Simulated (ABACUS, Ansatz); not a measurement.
Given: the input of a run of ABACUS 3.10.1 (ASE script) on Pb (Lead). 

File run_abacus.py:

```python
"""ABACUS run from a structure file: ASE reads it, the script writes STRU, KPT and INPUT."""
import re
import subprocess
import spglib
from ase import Atoms
from ase.io import read
from ase.units import Bohr

atoms = read("Pb.cif")
cell, frac, numbers = spglib.standardize_cell((atoms.cell[:], atoms.get_scaled_positions(), atoms.numbers), to_primitive=True, symprec=1e-4)
atoms = Atoms(numbers=numbers, cell=cell, scaled_positions=frac, pbc=True)  # the primitive cell
atoms = atoms[(-atoms.numbers).argsort(kind="stable")]  # ABACUS lists atoms element by element
pseudo = {'Pb': 'Pb.upf'}
orbital = {}
magmoms = None
kmesh = [7, 7, 7]
params = {
    'suffix': 'Pb',
    'calculation': 'scf',
    'basis_type': 'pw',
    'pseudo_dir': './',
    'symmetry': 1,
    'dft_functional': 'pbe',
    'ecutwfc': 63,
    'pseudo_rcut': 10,
    'nspin': 1,
    'nbands': 17,
    'ks_solver': 'dav',
    'smearing_method': 'fd',
    'smearing_sigma': 0.00367493,
    'scf_thr': 1e-08,
    'scf_nmax': 100,
    'mixing_type': 'broyden',
    'mixing_beta': 0.7,
    'cal_force': 1,
    'cal_stress': 1,
    'out_chg': 1,
    'kpar': 4,
}

symbols = atoms.get_chemical_symbols()
elements = list(dict.fromkeys(symbols))
lines = ["ATOMIC_SPECIES"] + [f"{e} {atoms.get_masses()[symbols.index(e)]:.4f} {pseudo[e]}" for e in elements]
if orbital:
    lines += ["", "NUMERICAL_ORBITAL"] + [orbital[e] for e in elements]
lines += ["", "LATTICE_CONSTANT", f"{1 / Bohr:.10f}", "", "LATTICE_VECTORS"]
lines += [" ".join(f"{x:.10f}" for x in v) for v in atoms.cell]
lines += ["", "ATOMIC_POSITIONS", "Direct"]
for e in elements:
    lines += ["", e, "0.0", str(symbols.count(e))]
    for i, p in enumerate(atoms.get_scaled_positions(wrap=False)):
        if symbols[i] == e:
            mag = "" if magmoms is None else " mag " + " ".join(str(x) for x in (magmoms[i] if isinstance(magmoms[i], list) else [magmoms[i]]))
            lines.append(" ".join(f"{x:.10f}" for x in p) + " 1 1 1" + mag)
open("STRU", "w").write("\n".join(lines) + "\n")
open("KPT", "w").write("K_POINTS\n0\nGamma\n%d %d %d 0 0 0\n" % tuple(kmesh))
open("INPUT", "w").write("INPUT_PARAMETERS\n" + "".join(f"{k:<20s}{v}\n" for k, v in params.items()))

done = subprocess.run(['mpirun', '-np', '4', 'abacus'])
if done.returncode:
    raise SystemExit(done.returncode)
log = open("OUT.Pb/running_scf.log").read()
print("final energy (eV):", re.findall(r"FINAL_ETOT_IS (\S+)", log))
```

Pb.cif

```cif
data_Pb
_cell_length_a 4.95004000
_cell_length_b 4.95004000
_cell_length_c 4.95004000
_cell_angle_alpha 90.00000000
_cell_angle_beta 90.00000000
_cell_angle_gamma 90.00000000
_space_group_name_H-M_alt 'Fm-3m'
_space_group_name_Hall '-F 4 2 3'
_space_group_IT_number 225
loop_
_space_group_symop_operation_xyz
'x,y,z'
'-x,-y,-z'
'-y,x,z'
'y,-x,-z'
'-x,-y,z'
'x,y,-z'
'y,-x,z'
'-y,x,-z'
'x,-y,-z'
'-x,y,z'
'-y,-x,-z'
'y,x,z'
'-x,y,-z'
'x,-y,z'
'y,x,-z'
'-y,-x,z'
'z,x,y'
'-z,-x,-y'
'z,-y,x'
'-z,y,-x'
'z,-x,-y'
'-z,x,y'
'z,y,-x'
'-z,-y,x'
'-z,x,-y'
'z,-x,y'
'-z,-y,-x'
'z,y,x'
'-z,-x,y'
'z,x,-y'
'-z,y,x'
'z,-y,-x'
'y,z,x'
'-y,-z,-x'
'x,z,-y'
'-x,-z,y'
'-y,z,-x'
'y,-z,x'
'-x,z,y'
'x,-z,-y'
'-y,-z,x'
'y,z,-x'
'-x,-z,-y'
'x,z,y'
'y,-z,-x'
'-y,z,x'
'x,-z,y'
'-x,z,-y'
'x,y+1/2,z+1/2'
'-x,-y+1/2,-z+1/2'
'-y,x+1/2,z+1/2'
'y,-x+1/2,-z+1/2'
'-x,-y+1/2,z+1/2'
'x,y+1/2,-z+1/2'
'y,-x+1/2,z+1/2'
'-y,x+1/2,-z+1/2'
'x,-y+1/2,-z+1/2'
'-x,y+1/2,z+1/2'
'-y,-x+1/2,-z+1/2'
'y,x+1/2,z+1/2'
[... 40 lines left out ...]
'-x+1/2,-y,z+1/2'
'x+1/2,y,-z+1/2'
'y+1/2,-x,z+1/2'
'-y+1/2,x,-z+1/2'
'x+1/2,-y,-z+1/2'
'-x+1/2,y,z+1/2'
'-y+1/2,-x,-z+1/2'
'y+1/2,x,z+1/2'
'-x+1/2,y,-z+1/2'
'x+1/2,-y,z+1/2'
'y+1/2,x,-z+1/2'
'-y+1/2,-x,z+1/2'
'z+1/2,x,y+1/2'
'-z+1/2,-x,-y+1/2'
'z+1/2,-y,x+1/2'
'-z+1/2,y,-x+1/2'
'z+1/2,-x,-y+1/2'
'-z+1/2,x,y+1/2'
'z+1/2,y,-x+1/2'
'-z+1/2,-y,x+1/2'
'-z+1/2,x,-y+1/2'
'z+1/2,-x,y+1/2'
'-z+1/2,-y,-x+1/2'
'z+1/2,y,x+1/2'
'-z+1/2,-x,y+1/2'
'z+1/2,x,-y+1/2'
'-z+1/2,y,x+1/2'
'z+1/2,-y,-x+1/2'
'y+1/2,z,x+1/2'
'-y+1/2,-z,-x+1/2'
'x+1/2,z,-y+1/2'
'-x+1/2,-z,y+1/2'
'-y+1/2,z,-x+1/2'
'y+1/2,-z,x+1/2'
'-x+1/2,z,y+1/2'
'x+1/2,-z,-y+1/2'
'-y+1/2,-z,x+1/2'
'y+1/2,z,-x+1/2'
'-x+1/2,-z,-y+1/2'
'x+1/2,z,y+1/2'
'y+1/2,-z,-x+1/2'
'-y+1/2,z,x+1/2'
'x+1/2,-z,y+1/2'
'-x+1/2,z,-y+1/2'
'x+1/2,y+1/2,z'
'-x+1/2,-y+1/2,-z'
'-y+1/2,x+1/2,z'
'y+1/2,-x+1/2,-z'
'-x+1/2,-y+1/2,z'
'x+1/2,y+1/2,-z'
'y+1/2,-x+1/2,z'
'-y+1/2,x+1/2,-z'
'x+1/2,-y+1/2,-z'
'-x+1/2,y+1/2,z'
'-y+1/2,-x+1/2,-z'
'y+1/2,x+1/2,z'
'-x+1/2,y+1/2,-z'
'x+1/2,-y+1/2,z'
'y+1/2,x+1/2,-z'
'-y+1/2,-x+1/2,z'
'z+1/2,x+1/2,y'
'-z+1/2,-x+1/2,-y'
'z+1/2,-y+1/2,x'
'-z+1/2,y+1/2,-x'
'z+1/2,-x+1/2,-y'
'-z+1/2,x+1/2,y'
'z+1/2,y+1/2,-x'
'-z+1/2,-y+1/2,x'
'-z+1/2,x+1/2,-y'
'z+1/2,-x+1/2,y'
'-z+1/2,-y+1/2,-x'
'z+1/2,y+1/2,x'
'-z+1/2,-x+1/2,y'
'z+1/2,x+1/2,-y'
'-z+1/2,y+1/2,x'
'z+1/2,-y+1/2,-x'
'y+1/2,z+1/2,x'
'-y+1/2,-z+1/2,-x'
'x+1/2,z+1/2,-y'
'-x+1/2,-z+1/2,y'
'-y+1/2,z+1/2,-x'
'y+1/2,-z+1/2,x'
'-x+1/2,z+1/2,y'
'x+1/2,-z+1/2,-y'
'-y+1/2,-z+1/2,x'
'y+1/2,z+1/2,-x'
'-x+1/2,-z+1/2,-y'
'x+1/2,z+1/2,y'
'y+1/2,-z+1/2,-x'
'-y+1/2,z+1/2,x'
'x+1/2,-z+1/2,y'
'-x+1/2,z+1/2,-y'
loop_
_atom_site_label
_atom_site_type_symbol
_atom_site_symmetry_multiplicity
_atom_site_Wyckoff_symbol
_atom_site_fract_x
_atom_site_fract_y
_atom_site_fract_z
_atom_site_occupancy
Pb1 Pb 4 a 0.0000000000 0.0000000000 0.0000000000 1
```

Potentials or basis: Ansatz NC PBE, plane waves.

The run is started by

```console
$ OMP_NUM_THREADS=1 python run_abacus.py > log
```

Problem. What does the same run look like in Ansatz 0.2.0? Potentials or basis there: Ansatz PAW, cutoff 420 eV.

Solution. As run (cutoffs and basis follow the program's own potentials, and thresholds, step limits or extra output files can differ):

The input input.yaml:

```yaml
crystal:
  lattice:
    - [0.0, 2.47502, 2.47502]
    - [2.47502, 0.0, 2.47502]
    - [2.47502, 2.47502, 0.0]
  atoms:
    - { symbol: Pb, position: [0.0, 0.0, 0.0] }
hamiltonian:
  xc: pbe
  pseudopotentials: { kind: paw }
kpoints:
  mp_grid: { grid: [7, 7, 7] }
scf:
  occupations: { method: fermi_dirac, width: 0.05 }
output:
  forces: true
  stress: true
  eigenvalues: true
```

Potentials or basis: Ansatz PAW.

The run is started by

```sh
$ ansatz run input.yaml --threads 2 --pin off --max-ram 5120MiB --backend cpu --events-out ev --progress --plain --runs-dir out
```

Both were run:

|  | ABACUS | Ansatz |
| --- | --- | --- |
| Pressure | 3.0 GPa | 2.9 GPa |

Ansatz's pressure holds a Pulay term of +0.02 GPa for its cutoff of 420 eV, which the other run lacks.

Where Ansatz's input types no cutoff or centring, it takes its own default and a Γ-centred mesh.

Pressure is positive in compression.
